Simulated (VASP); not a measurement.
Crystal: Pd.

```
Pd
1.0
     3.83727    0.00000    0.00000
     0.00000    6.36151    0.00000
     0.00000    0.00000    2.86118
Pd
4
Direct
  0.02050 0.25000 0.63480
  0.97950 0.75000 0.36520
  0.47950 0.75000 0.13480
  0.52050 0.25000 0.86520
```

The cell was built by a generator and needn't be a form met in nature.

| Quantity | Value |
| --- | --- |
| Program | VASP 6.6.1 |
| Task | relaxation of cell and atoms |
| Functional | PBE |
| Potentials or basis | VASP PAW PBE potentials, release 64 (Pd) |
| Cutoff | 600 eV |
| k mesh | 4 × 4 × 6 |
| Occupations | gaussian, width 0.1 eV |
| Spin | no spin polarisation |

At the start: pressure 56.5 GPa; volume 17.46 Å³/atom.

Question: Where does the relaxation end?

Answer: Over 60 steps the energy falls by 2553.2 meV/atom and the volume is 15.35 Å³/atom (-12.1 %); space group Cmcm (No. 63, to 0.05 Å).

The path:
| step | energy change (eV) | largest force (eV/Å) | pressure (GPa) | volume (Å³) |
| --- | --- | --- | --- | --- |
| 1 | 0.0000 | 5.6245 | 56.50 | 69.84 |
| 3 | -6.5882 | 0.2168 | -16.85 | 95.45 |
| 5 | -6.9285 | 1.0878 | -6.70 | 83.95 |
| 7 | -7.0533 | 0.7147 | -11.48 | 87.28 |
| 9 | -8.9608 | 0.3678 | 2.62 | 66.19 |
| 11 | -9.0724 | 0.2004 | 2.19 | 65.90 |
| 13 | -9.1008 | 0.2666 | -1.21 | 67.42 |
| 15 | -9.1481 | 0.5337 | 2.77 | 65.40 |
| 17 | -9.1686 | 0.5465 | 2.85 | 65.29 |
| 19 | -9.2640 | 0.5664 | 3.35 | 64.77 |
| 21 | -9.3105 | 0.4204 | 4.24 | 64.28 |
| 23 | -9.4163 | 0.2960 | -1.59 | 66.47 |
| 25 | -9.5359 | 0.3553 | 0.08 | 64.96 |
| 27 | -9.5550 | 0.3490 | 0.02 | 64.84 |
| 29 | -9.6578 | 0.4425 | -2.81 | 65.17 |
| 31 | -9.8360 | 0.4186 | -5.44 | 65.25 |
| 33 | -9.9640 | 0.3491 | -7.43 | 65.36 |
| 35 | -10.0394 | 0.2168 | -5.64 | 64.26 |
| 37 | -10.0651 | 0.1028 | -3.87 | 63.41 |
| 39 | -10.0732 | 0.1065 | -3.35 | 63.17 |
| 41 | -10.1055 | 0.2625 | 0.28 | 61.68 |
| 43 | -10.1412 | 0.2298 | 1.07 | 61.30 |
| 45 | -10.1501 | 0.2226 | 0.10 | 61.65 |
| 47 | -10.1634 | 0.2085 | -1.25 | 62.12 |
| 49 | -10.1717 | 0.1420 | 2.27 | 60.85 |
| 51 | -10.1943 | 0.1410 | -0.02 | 61.57 |
| 53 | -10.2075 | 0.0799 | 0.97 | 61.09 |
| 55 | -10.2097 | 0.0645 | 0.08 | 61.42 |
| 57 | -10.2112 | 0.0413 | 0.13 | 61.39 |
| 59 | -10.2122 | 0.0167 | 0.49 | 61.24 |
| 60 | -10.2128 | 0.0019 | 0.06 | 61.39 |

Final structure:
```xyz
4
Lattice="4.8201 0.0000 0.0000 0.0000 4.6356 0.0000 0.0000 0.0000 2.7477" Properties=species:S:1:pos:R:3 pbc="T T T"
Pd    0.7709    1.1589    1.3742
Pd    4.0492    3.4767    1.3736
Pd    1.6391    3.4767    0.0003
Pd    3.1809    1.1589    2.7474
```

Caveat: the k mesh is coarse (spacing up to 0.41 Å⁻¹), so the values aren't converged.
